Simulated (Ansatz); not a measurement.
# CsI: the cost of one run

Computed with Ansatz 0.2.0 (plane waves, PAW, unless a step's input says otherwise).

1 further run of the same task is left out (it didn't finish).

## 1. The structure to begin with

The structure is cubic, space group Pm-3m (No. 221). The conventional cell has a = 4.608 Å, b = 4.608 Å, c = 4.608 Å, α = 90.00°, β = 90.00°, γ = 90.00°. Around Cs (site symmetry m-3m) lie 8 I at 3.99 Å. I (site symmetry m-3m) is surrounded by 8 Cs at 3.99 Å.

Coordinates:

```
CELL_PARAMETERS angstrom
4.60814 0.00000 0.00000
0.00000 4.60814 0.00000
0.00000 0.00000 4.60814
ATOMIC_POSITIONS crystal
Cs 0.00000 0.00000 0.00000
I 0.50000 0.50000 0.50000
```

The cell was relaxed beforehand with r2SCAN; those runs aren't shown. No run includes spin-orbit coupling, which matters for Cs, I.

## 2. PBE, anion s p, 4×4×4

input.yaml reads:

```yaml
crystal:
  lattice:
    - [4.6081404514, 0.0, 0.0]
    - [0.0, 4.6081404514, 0.0]
    - [0.0, 0.0, 4.6081404514]
  atoms:
    - { symbol: Cs, position: [0.0, 0.0, 0.0] }
    - { symbol: I, position: [0.5, 0.5, 0.5] }
kpoints:
  mp_grid: { grid: [4, 4, 4] }
  band_path:
    path:
      - [[0.0, 0.0, 0.0], [-3.726859963153e-50, 0.5, -6.96568013601e-36], [0.5, 0.5, -1.044852020401e-34], [0.0, 0.0, 0.0], [0.5, 0.5, 0.5], [-3.726859963153e-50, 0.5, -6.96568013601e-36]]
      - [[0.5, 0.5, 0.5], [0.5, 0.5, -1.044852020401e-34]]
    npoints: 10
hamiltonian:
  xc: pbe
scf:
  occupations: { method: fixed }
  n_extra_bands: 6
output:
  forces: false
  stress: false
  eigenvalues: true
  wannier:
    kmesh: [4, 4, 4]
    projections: [{ species: I, l: s, shell: 5 }, { species: I, l: p, shell: 5 }]
    minimise: true
    write_hr: true
    conv_tol: 1.0e-08
    max_iter: 3000
```

Run with:

```bash
> ansatz run input.yaml --threads 4 --pin off --max-ram 3686MiB --backend cpu --events-out ev --progress --plain --runs-dir out
```

**Question.** How long does this run take on 4 threads of Intel Xeon at 2.50GHz (Skylake/Cascade Lake), shared host, and how much memory does it need?

About 3.2 s, with a peak of 0.36 GiB.
